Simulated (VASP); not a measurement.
# SnTe (Fm-3m) in VASP: further runs

Runs on SnTe. Level: PBE. Tasks: single point.

All numbers are computed with VASP 6.6.1; they aren't measurements. Logs are shortened: lines on timing, memory, paths and dates and some standing lists are left out, and cuts for length are marked.

**What was measured.**

From a printed reference work, textbook, for a bulk crystal of SnTe at 300 K: band gap 0.18 eV (direct).

The results are compared with them further down.

## (1) The cell of the first run

Symmetry: Fm-3m, No. 225, cubic system. The conventional cell has a = 6.348 Å, b = 6.348 Å, c = 6.348 Å, α = 90.00°, β = 90.00°, γ = 90.00°. Sn (site symmetry m-3m) has 6 Te at 3.17 Å within 4.2 Å. Within 4.2 Å of Te (site symmetry m-3m) lie 6 Sn at 3.17 Å.

## (2) Single point, PBE (31.98 Å³/atom)

Input file INCAR:

```
ALGO = Normal
EDIFF = 1E-7
ENCUT = 520
GGA = PE
ISIF = 2
ISMEAR = 0
LASPH = True
LCHARG = False
LREAL = False
LWAVE = False
NBANDS = 17
NELM = 100
PREC = Accurate
SIGMA = 0.01
```

Input file KPOINTS:

```
k-points
0
Gamma
  10 10 10
```

Input file POSCAR:

```
SnTe
1.0
    0.0000000000      3.1740960811      3.1740960811
    3.1740960811      0.0000000000      3.1740960811
    3.1740960811      3.1740960811      0.0000000000
Sn Te
1 1
Direct
    0.0000000000      0.0000000000      0.0000000000
    0.5000000000      0.5000000000      0.5000000000
```

Potentials or basis: VASP PAW PBE potentials, release 64 (Sn_d, Te).

Run with:

```bash
> cat potpaw_PBE.64/Sn_d/POTCAR potpaw_PBE.64/Te/POTCAR > POTCAR
> mpirun -np 1 vasp_std > vasp.out
```

OUTCAR:

```text
EDIFF = 1E-7
   ENCUT = 520
   GGA = PE
   ISIF = 2
   ISMEAR = 0
   LASPH = True
   LREAL = False
   NELM = 100
   PREC = Accurate

 ion  position               nearest neighbor table
   1  0.000  0.000  0.000-   2 3.17   2 3.17   2 3.17   2 3.17   2 3.17   2 3.17
   2  0.500  0.500  0.500-   1 3.17   1 3.17   1 3.17   1 3.17   1 3.17   1 3.17

  LATTYP: Found a face centered cubic cell.
 ALAT       =     6.3481921622

  Lattice vectors:

 A1 = (   0.0000000000,   3.1740960811,   3.1740960811)
 A2 = (   3.1740960811,   0.0000000000,   3.1740960811)
 A3 = (   3.1740960811,   3.1740960811,   0.0000000000)

Analysis of symmetry for initial positions (statically):
=====================================================================
 Subroutine PRICEL returns:
 Original cell was already a primitive cell.

 Routine SETGRP: Setting up the symmetry group for a
 face centered cubic supercell.

 Subroutine GETGRP returns: Found 48 space group operations
 (whereof 48 operations were pure point group operations)
 out of a pool of 48 trial point group operations.

The static configuration has the point symmetry O_h .

Analysis of symmetry for dynamics (positions and initial velocities):
=====================================================================
 Subroutine PRICEL returns:
 Original cell was already a primitive cell.

 Routine SETGRP: Setting up the symmetry group for a
 face centered cubic supercell.

 Subroutine GETGRP returns: Found 48 space group operations
 (whereof 48 operations were pure point group operations)
 out of a pool of 48 trial point group operations.

The dynamic configuration has the point symmetry O_h .

 Subroutine INISYM returns: Found 48 space group operations
 (whereof 48 operations are pure point group operations),
 and found     1 'primitive' translations

----------------------------------------------------------------------------------------

                                     Primitive cell

  volume of cell :      63.9573

  direct lattice vectors                    reciprocal lattice vectors
     0.000000000  3.174096081  3.174096081    -0.157525162  0.157525162  0.157525162
     3.174096081  0.000000000  3.174096081     0.157525162 -0.157525162  0.157525162
     3.174096081  3.174096081  0.000000000     0.157525162  0.157525162 -0.157525162

  length of vectors
     4.488849726  4.488849726  4.488849726     0.272841584  0.272841584  0.272841584

[... 74 lines left out ...]
   ISPIN  =      1    spin polarized calculation?
   LNONCOLLINEAR =      F non collinear calculations
   LSORBIT =      F    spin-orbit coupling
   LASPH  =      T    aspherical Exc in radial PAW
   ENCUT  =  520.0 eV  38.22 Ry    6.18 a.u.   8.35  8.35  8.35*2*pi/ulx,y,z
   NELM   =    100;   NELMIN=  2; NELMDL= -5     # of ELM steps
   EDIFF  = 0.1E-06   stopping-criterion for ELM
   LREAL  =      F    real-space projection
   EDIFFG = 0.1E-05   stopping-criterion for IOM
   NSW    =      0    number of steps for IOM
   IBRION =     -1    ionic relax: 0-MD 1-quasi-New 2-CG
   NFREE  =      0    steps in history (QN), initial steepest desc. (CG)
   ISIF   =      2    stress and relaxation
   ISYM   =      2    0-nonsym 1-usesym 2-fastsym
   POTIM  = 0.5000    time-step for ionic-motion
   TEBEG  =    0.0;   TEEND  =   0.0 temperature during run
   PSTRESS=    0.0 pullay stress
   NELECT =      20.0000    total number of electrons
   NUPDOWN=      -1.0000    fix difference up-down
   EMIN   =  10.00;   EMAX   =-10.00  energy-range for DOS
   EFERMI =   0.00;   METHOD = LEGACY
   ISMEAR =     0;   SIGMA  =   0.01  broadening in eV -4-tet -1-fermi 0-gaus
   EFERMI_NEDOS =   21; number of points for ismear=-14 and -15
   IALGO  =     38    algorithm
   IMIX   =      4    mixing-type and parameters
     AMIX     =   0.40;   BMIX     =  1.00
     AMIX_MAG =   1.60;   BMIX_MAG =  1.00
  volume/ion in A,a.u.               =      31.98       215.80
  Fermi-wavevector in a.u.,A,eV,Ry     =   1.111189  2.099844 16.799684  1.234742
  Thomas-Fermi vector in A             =   2.247750
   LORBIT       =      0    0 simple, 1 ext, 2 COOP (PROOUT), +10 PAW based schemes
   GGA     = PE    functional components
   LHFCALC =     F    Hartree Fock is set to
   AEXX    =    0.0000 exact exchange contribution
   IVDW    =     0    specifies the selected vdW correction
   LEPSILON=     F    determine dielectric tensor
   LRPA    =     F    only Hartree local field effects (RPA)
 non-spin polarized calculation
 Gauss-broadening in eV      SIGMA  =   0.01
  energy-cutoff  :      520.00
  volume of cell :       63.96
 maximum number of plane-waves:      1759
 NGX is ok and might be reduce to    36
   NGX = 17   NGY = 17   NGZ = 17

 number of electron      20.0000001 magnetization

 Free energy of the ion-electron system (eV)
  ---------------------------------------------------
  ext. energy  EPLUGINS =         0.00000000
  ---------------------------------------------------
  free energy    TOTEN  =        -7.55773496 eV

  energy without entropy =       -7.55773059  energy(sigma->0) =       -7.55773278

 E-fermi :   6.7258     XC(G=0):  -9.3956

 val. band max:        6.7104829604   @ k =   0.5000   0.0000   0.0000
 cond. band min:       6.7410439043   @ k =   0.5000   0.0000   0.0000
 fundamental gap:      0.0305609439
 Fermi energy:         6.7257634333

 k-point     1 :       0.0000    0.0000    0.0000
  band No.  band energies     occupation
      1     -15.2120      2.00000
      2     -15.2120      2.00000
      3     -15.2075      2.00000
      4     -15.2075      2.00000
      5     -15.2075      2.00000
      6      -5.9582      2.00000
[... 457 lines left out ...]
      4     -15.2001      2.00000
      5     -15.1998      2.00000
      6      -4.8193      2.00000
[... 9 lines left out ...]
     16      15.8584      0.00000
     17      16.2828      0.00000

 [... further k-points ...]
[... 5 lines left out ...]
  --------------------------------------------------------------------------------------
  -------------------------------------------------------------------------------------
  Total        0.4795042      0.4795042      0.4795042     -0.0000000      0.0000000      0.0000000
  in kB       12.0119308     12.0119308     12.0119308     -0.0000000      0.0000000      0.0000000
  external PRESSURE =      12.0119308 kB  Pullay stress =       0.0000000 kB

 VOLUME and BASIS-vectors are now :
 -----------------------------------------------------------------------------
  energy-cutoff  :      520.00
  volume of cell :       63.96
      direct lattice vectors                 reciprocal lattice vectors
     0.000000000  3.174096081  3.174096081    -0.157525162  0.157525162  0.157525162
     3.174096081  0.000000000  3.174096081     0.157525162 -0.157525162  0.157525162
     3.174096081  3.174096081  0.000000000     0.157525162  0.157525162 -0.157525162

 POSITION                                       TOTAL-FORCE (eV/Angst)
 -----------------------------------------------------------------------------------
      0.00000      0.00000      0.00000         0.000000     -0.000000     -0.000000
      3.17410      3.17410      3.17410        -0.000000      0.000000      0.000000
 -----------------------------------------------------------------------------------
    total drift:                               -0.000000      0.000000      0.000000

  FREE ENERGIE OF THE ION-ELECTRON SYSTEM (eV)
  ---------------------------------------------------
  free  energy   TOTEN  =        -7.5577349606 eV

  energy  without entropy=       -7.5577305907  energy(sigma->0) =       -7.55773278
```

Wall time 40 s (1 thread of AMD EPYC 9R14 (Zen 4), shared host); peak memory 0.2 GiB.

What came out:

```yaml
Free_energy: -7.5577 eV
Pressure: 1.2 GPa
Band_gap_on_the_k_mesh: 0.03 eV
```

Levels at points of the mesh, in eV from the valence-band top:
```tsv
k point	band 7	band 8	band 9	band 10	band 11	band 12	band 13	band 14
(0.00, 0.00, 0.00)	-4.79	-2.11	-2.11	-2.11	3.28	3.28	3.28	4.76
(0.50, 0.00, 0.00)	-8.25	-1.78	-1.78	0.00	0.03	0.37	0.37	7.71
(0.50, 0.50, 0.00)	-6.48	-5.45	-3.66	-3.66	2.24	4.79	4.79	6.20
```

Caveat: spin-orbit coupling is left out, which moves the levels of the heavy elements. A k mesh can miss the band edges.

[end of part 1 of 2]
